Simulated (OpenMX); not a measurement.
SnO2 (Cassiterite):

```
Sn O
1.0
     4.73800    0.00000    0.00000
     0.00000    4.73800    0.00000
     0.00000    0.00000    3.18650
Sn O
2 4
Direct
  0.50000 0.50000 0.50000
  0.00000 0.00000 0.00000
  0.80710 0.19290 0.50000
  0.69290 0.69290 0.00000
  0.19290 0.80710 0.50000
  0.30710 0.30710 0.00000
```

Base run:

- Program: OpenMX 3.8.5
- Functional: PBE
- Potentials or basis: OpenMX 2013 PBE set, Sn7.0-s3p2d2, O6.0-s2p2d1, grid cutoff 500 Ry
- k mesh: 7 × 7 × 9
- Occupations: fermi-dirac, width 0.05 eV
- Spin: no spin polarisation

Its results: band gap on the k mesh 0.21 eV, indirect (least direct gap 1.22 eV); pressure 17.2 GPa; largest force 0.360 eV/Å.

Q: The run is repeated on the same cell with these changes: functional from PBE to LDA; potentials or basis from OpenMX 2013 PBE set, Sn7.0-s3p2d2, O6.0-s2p2d1, grid cutoff 500 Ry to OpenMX 2013 LDA set, Sn7.0-s3p2d2, O6.0-s2p2d1, grid cutoff 500 Ry. What comes out?

A: Band gap on the k mesh 0.22 eV, indirect (least direct gap 1.09 eV); pressure 6.6 GPa; largest force 0.254 eV/Å.

Caveats: spin-orbit coupling is left out, which moves the levels of the heavy elements; the basis of atomic orbitals isn't converged, which shifts pressures, moduli and gaps; so large a pressure means that the cell lies far from this level's equilibrium, or that cutoff or potentials fall short (some runs).
